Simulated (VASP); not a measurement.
# How uniaxial stress along [111] changes BAs (F-43m)

How do the elastic response and the band edges of BAs follow uniaxial stress along [111]?

Calculated with VASP 6.6.1; LDA; plane waves and PAW (B, As), in the first sound run; inputs show where later runs differ.

This is a report of a sequence of runs, with most program output left out.

### Step 1. The structure

Symmetry: F-43m, No. 216, cubic system. Conventional cell: a = 4.777 Å, b = 4.777 Å, c = 4.777 Å, α = 90.00°, β = 90.00°, γ = 90.00°. B has 4 As at 2.07 Å nearest. Nearest to As lie 4 B at 2.07 Å. Farther neighbours are not listed.

As a file:

```
B As
1.0
     0.00000    2.38850    2.38850
     2.38850    0.00000    2.38850
     2.38850    2.38850    0.00000
B As
1 1
Direct
  0.00000 0.00000 0.00000
  0.25000 0.25000 0.25000
```

### Step 2. Relax the crystal, LDA

The series starts from the cell that this level prefers, so that zero strain is near zero stress.

This step took 2 runs in a row; the last is shown.

Level: LDA; plane waves and PAW (B, As).

The input, INCAR:

```
SYSTEM = BAs
PREC = Accurate
ENCUT = 480
EDIFF = 1E-07
NELM = 120
ISMEAR = 0
SIGMA = 0.02
LREAL = .FALSE.
ALGO = Normal
GGA = CA
NBANDS = 10
LASPH = .TRUE.
LORBIT = 11
LWAVE = .FALSE.
LCHARG = .FALSE.
KPAR = 16
IBRION = 2
NSW = 40
ISIF = 3
EDIFFG = -0.005
POTIM = 0.4
```

The input, POSCAR:

```
BAs
1.0
    0.0000000000      2.3711864423      2.3711864423
    2.3711864423      0.0000000000      2.3711864423
    2.3711864423      2.3711864423      0.0000000000
B As
1 1
Direct
    0.0000000000      0.0000000000      0.0000000000
    0.2500000000      0.2500000000      0.2500000000
```

The input, KPOINTS:

```
Automatic mesh
0
Gamma
11 11 11
0 0 0
```

Potentials, in the order of the species: B and As (LDA family, release 64).

The run is started by

```bash
> mpirun -np 16 vasp_std
```

Wall time 4.4 s (16 MPI ranks of AMD EPYC 7R43, shared host); peak memory 1.8 GiB; 58 s of CPU time.

Read from the output:

| Property | Result |
| --- | --- |
| energy(sigma→0) of the program | -12.9263 eV |
| stress, compression positive | 0.00 along [111], 0.00 across it (mean), GPa |
| volume | 26.664 Å³ |
| ionic steps | 1 |

### Step 3. Strain across the axis, LDA

One member in full: the axis is strained by 1 %, and the two directions across it are strained alike until their mean stress is under 0.012 GPa or five steps are spent.

This step took 3 runs, each at a new trial strain with the atoms of the one before; the last is shown.

Level: LDA; plane waves and PAW (B, As); cell typed or built by script.

INCAR, as its differences from that of step 2:

```diff
@@ -15,7 +15,7 @@
 LCHARG = .FALSE.
-KPAR = 16
-IBRION = 2
-NSW = 40
-ISIF = 3
-EDIFFG = -0.005
-POTIM = 0.4
+KPAR = 4
+IBRION = 1
+NSW = 25
+ISIF = 2
+EDIFFG = -0.004
+POTIM = 0.3
```

The input, POSCAR:

```
BAs
1.0
    0.0174888070      2.3861539030      2.3861539030
    2.3861539030      0.0174888070      2.3861539030
    2.3861539030      2.3861539030      0.0174888070
B As
1 1
Direct
    0.0003231406      0.0003231406      0.0003231406
    0.2496768594      0.2496768594      0.2496768594
```

KPOINTS is that of step 2.

The run is started by

```bash
> mpirun -np 4 vasp_std
```

Elapsed: 16 s, on 4 MPI ranks; peak memory 0.49 GiB.

Read from the output:

| Quantity | Value |
| --- | --- |
| energy(sigma→0) of the program | -12.9235 eV |
| stress, compression positive | -3.37 along [111], 0.00 across it (mean), GPa |
| ionic steps | 1 |

### Step 4. Band edges, HSE06

Short lines in KPOINTS_OPT sample the zone centre along and across the axis, for masses, and the other valleys.

Level: HSE06; plane waves and PAW (B, As); cell typed or built by script.

The input, INCAR:

```
SYSTEM = BAs
PREC = Accurate
ENCUT = 480
EDIFF = 1E-06
NELM = 100
ISMEAR = 0
SIGMA = 0.02
LREAL = .FALSE.
ALGO = Normal
LHFCALC = .TRUE.
AEXX = 0.25
GGA = PE
HFSCREEN = 0.2
LASPH = .TRUE.
NBANDS = 9
PRECFOCK = Fast
LWAVE = .FALSE.
LCHARG = .FALSE.
KPAR = 4
```

POSCAR is that of step 3.

The input, KPOINTS:

```
Automatic mesh
0
Gamma
6 6 6
0 0 0
```

The input, KPOINTS_OPT:

```
Line mode
6
Line-mode
Reciprocal
  0.00000000   0.00000000   0.00000000
  0.02200628   0.02200628   0.02200628

  0.00000000   0.00000000   0.00000000
 -0.01332842   0.01332842   0.00000000

  0.31000000   0.31000000   0.00000000
  0.50000000   0.50000000   0.00000000

  0.00000000   0.31000000   0.31000000
  0.00000000   0.50000000   0.50000000

  0.45000000   0.45000000   0.45000000
  0.50000000   0.50000000   0.50000000

  0.45000000   0.00000000   0.00000000
  0.50000000   0.00000000   0.00000000

  0.42500000   0.42500000   0.00000000
  0.42513917   0.44398841   0.01898841

  0.50000000   0.50000000   0.50000000
  0.48667158   0.51332842   0.50000000
```

The run is started by

```bash
> mpirun -np 4 vasp_std
```

Wall time 5.6 min (4 MPI ranks); peak memory 0.91 GiB.

Numbers from this step:

| Property | Result |
| --- | --- |
| energy(sigma→0) of the program | -13.3590 eV |

### Step 5. The table

Hybrid runs start from orbitals of a short LDA run, not shown.

Runs beyond LDA use the data sets made with LDA; this shifts their levels slightly, and their total energies have another zero.

The other members went through these steps as far as the tables show, with the same cutoff and, step by step, the same mesh; 42 runs are not shown. The session took 4.4 core hours (wall time by ranks) on a shared machine.

```csv
strain along the axis (%),strain across the axis (%),"stress along the axis, tension positive (GPa)",energy above the unstrained row (meV/atom),"gap on the mesh, LDA (eV)"
-2.000,0.242,-7.155,5.940,0.974
-1.500,0.178,-5.318,3.326,1.020
-1.000,0.117,-3.518,1.478,1.063
-0.500,0.058,-1.742,0.374,1.100
0,0.000,-0.001,0.000,1.136
0.500,-0.055,1.697,0.345,1.122
1.000,-0.106,3.373,1.386,1.109
1.500,-0.157,5.002,3.109,1.094
2.000,-0.205,6.593,5.498,1.079
```

Slopes at zero strain, from cubics through all rows: strain ratio -0.112, stress over strain 344 GPa.

Band edges at HSE06, counted from the valence-band top at Γ, with one row partly withheld:

```csv
strain along the axis (%),gap (eV),conduction band at Γ (eV),Δ or X valley along z (eV),Δ or X valley along x (eV),"lowest conduction level at L, [111] (eV)","lowest conduction level at L, [-111] (eV)",second valence level below the top (eV),third valence level below the top (eV)
-2.000,1.665,3.925,1.659,1.659,3.337,3.769,0.208,0.208
-1.500,1.718,3.985,1.709,1.709,?,3.755,0.154,0.154
-1.000,1.764,4.045,1.757,1.757,3.527,3.741,0.100,0.100
-0.500,1.804,4.103,1.798,1.798,3.617,3.724,0.049,0.049
0,1.842,4.161,1.836,1.836,3.706,3.706,0.000,0.000
0.500,1.828,4.076,1.823,1.823,3.744,3.637,0.000,0.050
1.000,1.814,3.984,1.808,1.808,3.782,3.570,0.000,0.094
1.500,1.799,3.886,1.792,1.792,3.820,3.502,0.000,0.139
2.000,1.782,3.785,1.774,1.774,3.856,3.434,0.000,0.181
```

### Step 6. A fit to the known rows

The quantity to fit is the splitting of the lowest conduction levels at the L points ([111] less [-111]) at HSE06: -0.432, -0.215, -0.107, 0.000, 0.107, 0.212, 0.318, 0.422 eV in the rows shown.

A least-squares parabola through the 8 rows shown, with d the strain along the axis less the strain across it, in %: E = − 2.21e-4 d² + 0.1921 d + 9.68e-5 (eV), r.m.s. residual 1.3e-4 eV.

At d = -1.678 this predicts -0.3229 eV.

### Step 7. The withheld row

The calculation gives -0.3230 eV, so the prediction is 0.0001 eV too high.

The splitting is Ξu times 8/9 of d, with d as a fraction, so the linear term gives Ξu = 21.6 eV.

### Step 8. Results

```yaml
poisson_ratio: 0.112
young_s_modulus_along_the_axis: 344 GPa
gap_of_the_unstrained_cell_hse06: 1.84 eV
shear_deformation_potential_u_of_the_lowest_conduction_levels_at_l: 21.6 eV
error_of_the_predicted_row: 0.1 meV
```

What this shows: As a check, the curvature of the energy gives 344 GPa for the same modulus (energy per volume = E/2 × strain²), 0 % from the slope of the stress. At HSE06 the lowest conduction valley is Δ or X throughout, and the gap runs between 1.66 and 1.84 eV. Hole masses are left out throughout, since the top bands are degenerate or cross in many series; of conduction masses, those of the Γ, L and (for Si and Ge under (001) strain) Δ valleys are kept where they change by under an eighth between rows. A measured gap of unstrained BAs is 4.12 eV (arxiv:1911.04914, direct gap from square of absorption coefficient, average of two samples, so it belongs beside the lowest direct gap, not the least one, 300 K); the static gaps here belong to the lattice relaxed at LDA. HSE06 ran on a coarser mesh than the semilocal levels. Spin-orbit coupling is left out at HSE06, so the valence splittings there lack it. Δ or X levels are the lowest on their line, refined by a parabola unless they lie at X; the gap is read from all points sampled and can differ from the lowest valley by some meV, or by tens of meV where strain moves the valence top off Γ. Temperature, zero-point motion and excitons are left out.

[Lines on the potential files, build, host, timing and source positions are cut from VASP's logs without a mark.]

[Logs are printed without paths, hosts, clocks, repeated set-up lines and the standing remarks that a program may print on its own settings, such as how far it seeks lower states.]

[Hosts, paths, dates, database ids (printed as entryN), source tags and the programs' standing remarks are cut or masked in the printed files.]

[In band tables of VASP the shares of atoms and orbitals are scaled to a sum of 1 inside the atoms' spheres.]
